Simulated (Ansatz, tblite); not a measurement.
## A script for CuI (GFN1-xTB)

These are simulated results from tblite 0.8.0, not measurements. The cell began as a database structure and was relaxed with r2SCAN+rVV10 in plane waves (Ansatz 0.2.0). All runs are without spin polarisation.

It is orthorhombic, Cmcm (No. 63); conventional cell a = 7.007 Å, b = 7.186 Å, c = 4.322 Å, 27.21 Å³ an atom. Cu has 2 Cu at 2.47 Å and 3 I at 2.57–2.60 Å; I has 3 Cu at 2.57–2.60 Å.

tblite solves periodic systems at the zone centre alone, so the script builds a cluster of 2×2×2 conventional cells (64 atoms), which folds in a coarse mesh of k points.

The script, run.py:

```python
import json
from ase import Atoms
from ase.build import make_supercell
from ase.units import Bohr, GPa, Hartree
from tblite.interface import Calculator

atoms = Atoms(['Cu', 'Cu', 'I', 'I'],
              cell=[[3.50374604, -3.59315318, 0.0], [3.50374604, 3.59315318, 0.0], [0.0, 0.0, 4.32200961]],
              scaled_positions=[[0.416802513, 0.583197487, 0.75], [0.583197487, 0.416802513, 0.25], [0.777946755, 0.222053245, 0.75], [0.222053245, 0.777946755, 0.25]],
              pbc=True)
cluster = make_supercell(atoms, [[2, 2, 0], [-2, 2, 0], [0, 0, 2]])
calc = Calculator('GFN1-xTB', cluster.numbers, cluster.positions / Bohr, lattice=cluster.cell[:] / Bohr, periodic=cluster.pbc)
calc.set('temperature', 0.02 / Hartree)
calc.set('max-iter', 150)
res = calc.singlepoint()
levels = res.get('orbital-energies') * Hartree
nv = round(res.get('orbital-occupations').sum() / 2)
cells = len(cluster) // len(atoms)
out = {'energy_per_cell': res.get('energy') * Hartree / cells, 'homo': levels[nv - 1], 'lumo': levels[nv],
       'stress': (-res.get('virial') * Hartree / cluster.get_volume() / GPa).tolist(), 'charges': res.get('charges')[:len(atoms)].tolist(), 'electrons': 2 * nv / cells}
json.dump(out, open('results.json', 'w'))
for key, value in out.items():
    print(key, value)
```

Command: `python run.py`. It took 3 s on 1 thread of Arm Neoverse V1, with other jobs on the host, peak memory 0.14 GiB.

Output:

```
------------------------------------------------------------
  cycle        total energy    energy error   density error
------------------------------------------------------------
      1     -274.1322112212  -2.7393479E+02   8.0775277E-01
      2     -274.2527014654  -1.2049024E-01   4.8414386E-01
      3     -274.2436637781   9.0376874E-03   3.4803862E-02
      4     -274.2571071467  -1.3443369E-02   1.1593151E-03
      5     -274.2571072669  -1.2017813E-07   5.4541480E-04
      6     -274.2571074102  -1.4329123E-07   1.7230060E-06
------------------------------------------------------------

 total:                                   2.308 sec
energy_per_cell -466.43225122905613
homo -7.9444520398715435
lumo -5.239777453690039
stress [[-1.6490870378966218, 2.768614324409911e-15, 1.3263573680227793e-14], [2.758080368891577e-15, 8.577257060949597, -1.045216642359295e-06], [1.3267860094438135e-14, -1.045216642293136e-06, 12.871983339209192]]
charges [-0.035487162397528915, -0.03549208365818035, 0.035491040136586445, 0.03549116715398656]
electrons 36.0
```

The cycle table is in hartree for the whole cluster, and the lines after it are in eV (the energy for one cell). The printed stress is in GPa and positive in compression, and the pressure is its mean diagonal.

GFN1-xTB gives a gap of 2.70 eV. On the same cell, plane-wave PBE (Ansatz, 6×6×6 k points and the special points) gives a gap of 0.95 eV and r2SCAN a gap of 1.36 eV; on shared hosts these took about 18 and 39 core-seconds on the 4-atom cell, against 3 for the script. Spin-orbit coupling, left out in all these runs, can cut or reorder the gap by tenths of an eV, up to about 1 eV with Pb or Bi. xTB was fitted to molecules, so gaps, charges and pressures of solids can be far off, and the gap also depends on the size of the cluster.

The same script was run on cells scaled at fixed shape and fractional coordinates:

```tsv
volume (Å³/atom)	energy (meV/atom)	pressure (GPa, positive in compression)	gap (eV)
23.94	257.7	20.40	2.46
25.57	94.2	12.23	2.68
27.21	0.0	6.60	2.70
28.84	-45.9	2.63	2.71
30.47	-57.6	-0.20	2.71
```

A Birch-Murnaghan fit puts the minimum at 30.36 Å³/atom, 11.6 % above the given cell, with a bulk modulus of 44.3 GPa at fixed shape.

xTB was fitted mostly to molecules, and a small cluster samples few k points, so gaps, pressures and kinks along a curve can be far from a solid's.

No spin-orbit coupling is included; it can move band edges with weight on the heavy atoms by tenths of an eV.
